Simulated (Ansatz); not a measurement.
Crystal: Te2Mo.

```
CELL_PARAMETERS angstrom
6.33000 0.00000 0.00000
0.00000 3.46900 0.00000
-0.94679 0.00000 13.82762
ATOMIC_POSITIONS crystal
Te 0.94370 0.75000 0.60450
Te 0.05630 0.25000 0.39550
Te 0.90300 0.25000 0.85140
Te 0.09700 0.75000 0.14860
Te 0.41120 0.75000 0.89550
Te 0.58880 0.25000 0.10450
Te 0.44320 0.25000 0.64840
Te 0.55680 0.75000 0.35160
Mo 0.81670 0.75000 0.99260
Mo 0.18330 0.25000 0.00740
Mo 0.68190 0.25000 0.49340
Mo 0.31810 0.75000 0.50660
```

Base run:

* Program: Ansatz 0.2.0
* Functional: RPBE
* Potentials or basis: Ansatz PAW
* Cutoff: 420 eV (not typed: the program's choice for these potentials)
* k mesh: 3 × 6 × 2
* Occupations: fermi-dirac, width 0.05 eV
* Spin: no spin polarisation

Its results: band gap on the k mesh none (metal or under the smearing width); pressure 4.5 GPa; largest force 0.257 eV/Å.

The run is repeated on the same cell with these changes: functional from RPBE to PBE. What comes out?

Band gap on the k mesh none (metal or under the smearing width); pressure 2.5 GPa; largest force 0.211 eV/Å.

PBE binds more tightly than RPBE, so the same cell stands under less pressure.

Caveats: spin-orbit coupling is left out, which moves the levels of the heavy elements; the PAW data sets come from PBE, with cores solved anew for the run's functional, which leaves a small shift of forces and pressure (some runs).
